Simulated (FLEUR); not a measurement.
# Ti (P6/mmm) in FLEUR: further runs

The runs below take Ti through equation of state, with LDA.

Everything below comes from runs of FLEUR MaX-R8.1 (later development tree). Logs are shortened: lines on timing, memory, paths and dates and some standing lists are left out, and cuts for length are marked.

## 1. The structure

The structure is hexagonal, space group P6/mmm (No. 191). Conventional cell: a = 4.567 Å, b = 4.567 Å, c = 2.826 Å, α = 90.00°, β = 90.00°, γ = 120.00°. Ti (site symmetry -6m2) is surrounded by 11 Ti at 2.64 to 2.99 Å. Around Ti (site symmetry 6/mmm) lie 14 Ti at 2.83 to 2.99 Å.

This isn't the form of Ti at room conditions, which is hcp.

## 2. Equation of state, LDA, 16.00 Å³/atom (volume scaled by 0.94)

File inp.xml:

```xml
<?xml version="1.0" encoding="UTF-8" standalone="no"?>
<fleurInput fleurInputVersion="0.39">
   <comment>
      Ti                                                                                                  
   </comment>
   <calculationSetup>
      <cutoffs Kmax="4.38" Gmax="13.6" GmaxXC="13.6" numbands="0"/>
      <scfLoop itmax="60" minDistance="0.00001" maxIterBroyd="15" imix="Anderson" alpha="0.05" precondParam="0.0" spinf="2.0" sdNocoIR="T"/>
      <coreElectrons ctail="T" frcor="F" kcrel="0" coretail_lmax="0"/>
      <xcFunctional name="vwn" relativisticCorrections="F"/>
      <magnetism jspins="1"/>
      <soc l_soc="F" theta="0.0" phi="0.0" spav="F"/>
      <expertModes spex="0" secvar="F"/>
      <geometryOptimization l_f="F" forcealpha="1.0" forcemix="BFGS" epsdisp="0.00001" epsforce="0.00001"/>
      <ldaU l_linMix="F" mixParam="0.05" spinf="1.0"/>
   </calculationSetup>
   <cell>
      <bzIntegration valenceElectrons="36.0" mode="hist" fermiSmearingEnergy="0.00183747">
         <kPointListSelection listName="default-1"/>
         <!-- k-points included here -->
         <xi:include xmlns:xi="http://www.w3.org/2001/XInclude" href="kpts.xml"> </xi:include>
      </bzIntegration>
      <!-- symmetry operations included here -->
      <xi:include xmlns:xi="http://www.w3.org/2001/XInclude" href="sym.xml"> </xi:include>
      <bulkLattice scale="0.9795861087">
         <bravaisMatrix>
            <row-1>    8.6310875382253194     0.0000000000000000     0.0000000000000000</row-1>
            <row-2>   -4.3155437691126597     7.4747410703805031     0.0000000000000000</row-2>
            <row-3>    0.0000000000000000     0.0000000000000000     5.3408276315200558</row-3>
         </bravaisMatrix>
      </bulkLattice>
   </cell>
   <atomSpecies>
      <species name="Titanium (Ti)" element="Ti" atomicNumber="22">
         <mtSphere radius="2.24" gridPoints="763" logIncrement="0.016"/>
         <atomicCutoffs lmax="9" lnonsphr="9"/>
         <electronConfig flipSpins="F">
            <coreConfig>(1s1/2) (2s1/2) (2p1/2) (2p3/2)</coreConfig>
            <valenceConfig>(3s1/2) (3p1/2) (3p3/2) (4s1/2) (3d3/2) (3d5/2)</valenceConfig>
            <stateOccupation state="(3d3/2)" spinUp="0.400000" spinDown="0.400000"/>
            <stateOccupation state="(3d5/2)" spinUp="0.600000" spinDown="0.600000"/>
         </electronConfig>
         <energyParameters s="4" p="4" d="3" f="4"/>
         <lo type="SCLO" l="0" n="3" eDeriv="0"/>
         <lo type="SCLO" l="1" n="3" eDeriv="0"/>
         <lo type="SCLO" l="1" n="3" eDeriv="1"/>
         <lo type="SCLO" l="2" n="3" eDeriv="2"/>
         <lo type="SCLO" l="3" n="4" eDeriv="2"/>
      </species>
   </atomSpecies>
   <atomGroups>
      <atomGroup species="Titanium (Ti)">
         <relPos label="                   1">-1.000/3.000 1.000/3.000 1.000/2.000</relPos>
         <relPos label="                   2">1.000/3.000 -1.000/3.000 1.000/2.000</relPos>
         <force calculate="T" relaxXYZ="TTT"/>
      </atomGroup>
      <atomGroup species="Titanium (Ti)">
         <relPos label="                   3">.0000000000 .0000000000 .0000000000</relPos>
         <force calculate="T" relaxXYZ="TTT"/>
      </atomGroup>
   </atomGroups>
   <output dos="F" band="F" slice="F">
      <checks vchk="F" cdinf="F"/>
      <bandDOS minEnergy="-.5*Htr" maxEnergy="0.5*Htr" sigma="0.015" storeEVData="T"/>
      <vacuumDOS vacdos="F" integ="F" star="F" nstars="0" locx1="0.0" locy1="0.0" locx2="0.0" locy2="0.0" nstm="0" tworkf="0.0"/>
      <unfoldingBand unfoldBand="F" supercellX="1" supercellY="1" supercellZ="1"/>
      <plotting iplot="0" polar="F">
         <plot TwoD="T" vec1="  1.0  0.0  0.0" vec2="  0.0  1.0  0.0" vec3="  0.0  0.0  1.0" zero="  0.0  0.0  0.0" file="plot"/>
      </plotting>
      <chargeDensitySlicing numkpt="0" minEigenval="0.0" maxEigenval="0.0" nnne="0" pallst="F"/>
      <specialOutput eonly="F"/>
      <moessbauerParams electricFieldGradient="T" isomerShift="T" coreHyperfine="T" valenceHyperfine="T"/>
      <magneticCircularDichroism mcd="F" energyLo="-10.0" energyUp="0.0"/>
   </output>
  <!-- We include the file relax.xml here to enable relaxations (see documentation) -->
  <xi:include xmlns:xi="http://www.w3.org/2001/XInclude" href="relax.xml"> <xi:fallback/> </xi:include>
</fleurInput>
```

Potentials or basis: all-electron, FLAPW.

Command:

```console
> inpgen -f crystal.txt -profile fastHighL
> # inp.xml edited to the form shown
> fleur_MPI
```

Log:

```text
Welcome to FLEUR        (www.flapw.de)
      MaX-Release 8.1          (www.max-centre.eu)

 ========== k-point set info ==========
 Selected k-point list: default-1
 k-point list type: mesh
 7 x 7 x 9
 Number of k points: 40

 ------------Calculation Setup---------------------------
 Number of MPI-tasks      :            1
 Number of PE/node        :            1
 Number of OMP-threads    :            1
 Most efficient MPI parallelization for:
           1           2           4           5           8          10          20          40
 Additional eigenvalue parallelization possible
 Number of basis functions:          581
 Approximate size of matrices (H+S) per k-point:         0.005 GB
 --------------------------------------------------------
 Iteration:     1   Distance:       8.41336477 me/bohr^3
 Iteration:     2   Distance:       7.12926503 me/bohr^3
 Iteration:     3   Distance:       4.84900663 me/bohr^3
 Iteration:     4   Distance:       2.82816245 me/bohr^3
 Iteration:     5   Distance:       2.20579532 me/bohr^3
 Iteration:     6   Distance:       0.71196786 me/bohr^3
 Iteration:     7   Distance:       1.20821288 me/bohr^3
 Iteration:     8   Distance:       0.33036800 me/bohr^3
 Iteration:     9   Distance:       0.10692444 me/bohr^3
 Iteration:    10   Distance:       0.01359558 me/bohr^3
 Iteration:    11   Distance:       0.01390408 me/bohr^3
 Iteration:    12   Distance:       0.00509814 me/bohr^3
 Iteration:    13   Distance:       0.00181648 me/bohr^3
 Iteration:    14   Distance:       0.00034814 me/bohr^3
 Iteration:    15   Distance:       0.00036639 me/bohr^3
 Iteration:    16   Distance:       0.00022998 me/bohr^3
 Iteration:    17   Distance:       0.00017100 me/bohr^3
 Iteration:    18   Distance:       0.00005800 me/bohr^3
 Iteration:    19   Distance:       0.00001185 me/bohr^3
 Iteration:    20   Distance:       0.00000151 me/bohr^3

 ********************************************************************
 Run finished successfully
 Stop message:
   all done
 ********************************************************************
```

Run time: 87 s. Hardware: 1 thread of Arm Neoverse V1, shared host; peak memory 0.07 GiB.

What came out:

| Item | Value |
| --- | --- |
| Free energy | -69553.7083 eV |
| Band gap on the k mesh | none (metal or under the smearing width) |
| Valence electrons inside the program's atomic spheres | Ti 10.17, 10.05 (radii Ti 2.24 bohr) |

## 3. Equation of state, LDA, 16.34 Å³/atom (volume scaled by 0.96)

inp.xml, as its differences from that of step 2:

```diff
@@ -24,3 +24,3 @@
       <xi:include xmlns:xi="http://www.w3.org/2001/XInclude" href="sym.xml"> </xi:include>
-      <bulkLattice scale="0.9795861087">
+      <bulkLattice scale="0.9864848297">
          <bravaisMatrix>
```

Potentials or basis: all-electron, FLAPW.

Command:

```console
> inpgen -f crystal.txt -profile fastHighL
> # inp.xml edited to the form shown
> fleur_MPI
```

Wall time 90 s (1 thread of Arm Neoverse V1, shared host); peak memory 0.07 GiB.

The run converged. Its results:

```
Free energy                                           : -69553.6918 eV
Band gap on the k mesh                                : none (metal or under the smearing width)
Valence electrons inside the program's atomic spheres : Ti 10.14, 10.03 (radii Ti 2.24 bohr)
```

## 4. Equation of state, LDA, 17.02 Å³/atom

inp.xml, as its differences from that of step 3:

```diff
@@ -24,3 +24,3 @@
       <xi:include xmlns:xi="http://www.w3.org/2001/XInclude" href="sym.xml"> </xi:include>
-      <bulkLattice scale="0.9864848297">
+      <bulkLattice scale="1.0000000000">
          <bravaisMatrix>
```

Command:

```console
> inpgen -f crystal.txt -profile fastHighL
> # inp.xml edited to the form shown
> fleur_MPI
```

Wall time 95 s (1 thread of Arm Neoverse V1, shared host); peak memory 0.07 GiB.

The run converged. Its results:

```
Free energy                                           : -69553.6147 eV
Band gap on the k mesh                                : none (metal or under the smearing width)
Valence electrons inside the program's atomic spheres : Ti 10.10, 9.99 (radii Ti 2.24 bohr)
```

## 5. Equation of state, LDA, 17.70 Å³/atom (volume scaled by 1.04)

inp.xml, as its differences from that of step 4:

```diff
@@ -24,3 +24,3 @@
       <xi:include xmlns:xi="http://www.w3.org/2001/XInclude" href="sym.xml"> </xi:include>
-      <bulkLattice scale="1.0000000000">
+      <bulkLattice scale="1.0131594038">
          <bravaisMatrix>
```

Command:

```console
> inpgen -f crystal.txt -profile fastHighL
> # inp.xml edited to the form shown
> fleur_MPI
```

Wall time 1.7 min (1 thread of Arm Neoverse V1, shared host); peak memory 0.07 GiB.

Results (log left out):

* Free energy: -69553.4874 eV
* Band gap on the k mesh: none (metal or under the smearing width)
* Valence electrons inside the program's atomic spheres: Ti 10.06, 9.95 (radii Ti 2.24 bohr)

## 6. Equation of state, LDA, 18.04 Å³/atom (volume scaled by 1.06)

inp.xml, as its differences from that of step 5:

```diff
@@ -24,3 +24,3 @@
       <xi:include xmlns:xi="http://www.w3.org/2001/XInclude" href="sym.xml"> </xi:include>
-      <bulkLattice scale="1.0131594038">
+      <bulkLattice scale="1.0196128224">
          <bravaisMatrix>
```

Potentials or basis: all-electron, FLAPW.

Command:

```console
> inpgen -f crystal.txt -profile fastHighL
> # inp.xml edited to the form shown
> fleur_MPI
```

It took 1.8 min on 1 thread of Arm Neoverse V1, shared host; peak memory 0.07 GiB.

It converged, with:

```
Free energy                                           : -69553.4078 eV
Band gap on the k mesh                                : none (metal or under the smearing width)
Valence electrons inside the program's atomic spheres : Ti 10.05, 9.94 (radii Ti 2.24 bohr)
```

## 7. Equation of state, LDA

Potentials or basis: all-electron, FLAPW.

No new run: the results of the series are fitted here.

Results:

| Quantity | Value |
| --- | --- |
| Equilibrium volume | 15.83 Å³/atom (rough: see the caveat) |
| Bulk modulus at fixed shape and positions | 129 GPa (rough) |

Energy against volume, from the lowest point:
```csv
volume (Å³/atom),energy (meV/atom)
15.999,0.00
16.339,5.48
17.020,31.19
17.701,73.63
18.041,100.16
```

Caveat: the minimum lies outside the volumes run; the cell was scaled at fixed shape and fractional positions, which overstates the stiffness of a crystal with free parameters, most of all of layers and chains.
